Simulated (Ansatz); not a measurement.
SnTe in the zincblende structure, relaxed with r2SCAN in Ansatz. The symmetry is F-43m (No. 216, cubic); conventional cell a = 7.168 Å, 46.04 Å³ an atom. Sn is surrounded by 4 Te at 3.10 Å; Te is surrounded by 4 Sn at 3.10 Å.

The axes x, y and z are those of this cell:
```xyz
2
Lattice="0.0000 3.5840 3.5840 3.5840 0.0000 3.5840 3.5840 3.5840 0.0000" Properties=species:S:1:pos:R:3 pbc="T T T"
Sn    0.0000    0.0000    0.0000
Te    1.7920    1.7920    1.7920
```

Unstrained: HSE06 gives an indirect gap of 0.307 eV, from W to X; the least direct gap is 1.133 eV at X. Meshes: HSE06 4×4×4. Strains are changes of length per length, and xy shears are angles. After each strain the atoms were relaxed again with r2SCAN within the symmetry that the strain leaves, so tilts or polar shifts that break it weren't tested; points keep the names that they have in the unstrained zone. Values at 0 K without nuclear motion; spin polarisation is off, and the phase may be a hypothetical one.

(1) Estimate what uniaxial -0.76 % along z, other directions held does to the gap.

(2) Apply xy shear, engineering strain (angle) -4.03 %. How far does the gap move, against the unstrained cell?

Answers

(1) HSE06: the gap goes from 0.307 to 0.243 eV (-0.064 eV).

(2) HSE06: the gap goes from 0.307 to 0.310 eV (+0.003 eV).

Spin-orbit coupling is left out, which matters wherever the heavy atoms make up the band edges.

The meshes of the hybrids are coarse, so their gaps aren't converged to the digits shown.
